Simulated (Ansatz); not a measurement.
**CdSe: pressure against volume, fitted**

```
CELL_PARAMETERS angstrom
0.00000 3.07027 3.07027
3.07027 0.00000 3.07027
3.07027 3.07027 0.00000
ATOMIC_POSITIONS crystal
Cd 0.00000 0.00000 0.00000
Se 0.25000 0.25000 0.25000
```

Atoms are numbered in the order listed.

The conventional cell has a = 6.141 Å, b = 6.141 Å, c = 6.141 Å, α = 90.00°, β = 90.00°, γ = 90.00°. Around Cd (atom 1) lie 4 Se at 2.66 Å. Se (atom 2) has 4 Cd at 2.66 Å as nearest neighbours.

The cell is the one relaxed in the Materials Project (mp-2691), not relaxed further here; entries there can be hypothetical.

These are results of DFT, PBE, all-electron LAPW, scalar-relativistic (Ansatz 0.2.0), not measurements.

Sampling and basis: a Γ-centred 8×8×8 k mesh, Fermi–Dirac smearing of 0.03 eV, basis error target 1 meV/atom, no spin polarisation.

The cell is scaled evenly. Fractional coordinates are held (clamped ions).

| V (Å³/atom) | P (GPa) |
| --- | --- |
| 27.206 | 4.92 |
| 27.220 | 4.89 |
| 27.784 | 3.58 |
| 28.363 | 2.38 |
| 28.653 | 1.83 |
| 28.942 | 1.30 |
| 29.232 | 0.81 |
| 29.521 | 0.34 |
| 30.100 | -0.52 |

Fit a third-order Birch–Murnaghan curve to the pressures.

P = (3B0/2)(y^(7/2) − y^(5/2))[1 + (3/4)(B0′ − 4)(y − 1)] with y = (V0/V)^(2/3) fits within 0.01 GPa for V0 = 29.742 Å³/atom, B0 = 44.9 GPa and B0′ = 4.64.

Predict the pressure at the withheld volume, 30.679 Å³/atom.

There y = 0.9796, so the fit gives -1.29 GPa; the run gave -1.29 GPa.
